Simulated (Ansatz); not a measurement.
AlCu, 2 atoms in the cell. The structure is cubic, space group Pm-3m (No. 221). Conventional cell: a = 2.998 Å, b = 2.998 Å, c = 2.998 Å, α = 90.00°, β = 90.00°, γ = 90.00°. Cu (site symmetry m-3m) is surrounded by 8 Al at 2.60 Å. Around Al (site symmetry m-3m) lie 8 Cu at 2.60 Å. The cell comes from a database or a generator and needn't be the stable form of this composition.

- Program: Ansatz 0.2.0
- Task: relaxation of cell and atoms
- Functional: HSE06
- Potentials or basis: Ansatz PAW
- Cutoff: 420 eV (not typed: the program's choice for these potentials)
- k mesh: 5 × 5 × 5
- Occupations: fermi-dirac, width 0.05 eV
- Spin: no spin polarisation

Hardware: 1 × NVIDIA H100 80GB HBM3 with 2 threads of AMD EPYC 7R13 Processor (Zen 3), with other jobs on the host.

Q: Estimate the wall time of this run.

A: Wall time 22 s on 1 × NVIDIA H100 80GB HBM3 with 2 threads of AMD EPYC 7R13 Processor (Zen 3), on a shared host, peak memory 1.7 GiB. Counts: scf iterations 76, plane waves 515, k points 10, bands 15, ion steps 4.
